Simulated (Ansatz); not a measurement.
FeNi3 (Awaruite):

```
Ni Fe
1.0
     3.54500    0.00000    0.00000
     0.00000    3.54500    0.00000
     0.00000    0.00000    3.54500
Ni Fe
3 1
Direct
  0.50000 0.50000 0.00000
  0.50000 0.00000 0.50000
  0.00000 0.50000 0.50000
  0.00000 0.00000 0.00000
```

| Quantity | Value |
| --- | --- |
| Program | Ansatz 0.2.0 |
| Task | relaxation of cell and atoms |
| Functional | PBEsol |
| Potentials or basis | Ansatz PAW |
| Cutoff | 420 eV (not typed: the program's choice for these potentials) |
| k mesh | 8 × 8 × 8 |
| Occupations | fermi-dirac, width 0.05 eV |
| Spin | collinear spin, ferromagnetic start |
| Starting moments | [1.0, 1.0, 1.0, 3.0] μB |

At the start: volume 11.14 Å³/atom.

How do energy, volume and symmetry change on relaxing?

It ends after 5 steps and the volume is 10.62 Å³/atom (-4.7 %); space group Pm-3m (No. 221, to 0.05 Å); moment 4.73 μB per cell.

Step by step:
```tsv
step	energy change (eV)	largest force (eV/Å)	volume (Å³)
1	0.0000	0.0000	44.55
2	-0.0514	0.0000	43.39
3	-0.0651	0.0000	42.38
4	-0.0652	0.0000	42.46
5	-0.0644	0.0000	42.46
```

Final structure:
```cif
data_structure
_symmetry_space_group_name_H-M 'P 1'
_symmetry_Int_Tables_number 1
_cell_length_a 3.4888
_cell_length_b 3.4888
_cell_length_c 3.4888
_cell_angle_alpha 90.000
_cell_angle_beta 90.000
_cell_angle_gamma 90.000
_cell_volume 42.46
loop_
_atom_site_label
_atom_site_type_symbol
_atom_site_fract_x
_atom_site_fract_y
_atom_site_fract_z
_atom_site_occupancy
Ni1 Ni 0.50000 0.50000 0.00000 1
Ni2 Ni 0.50000 0.00000 0.50000 1
Ni3 Ni 0.00000 0.50000 0.50000 1
Fe1 Fe 0.00000 0.00000 0.00000 1
```

Caveat: the plane-wave basis is chosen anew once the cell has moved, so the energies of steps on either side of that aren't comparable; the PAW data sets come from PBE, with cores solved anew for the run's functional, which leaves a small shift of forces and pressure.
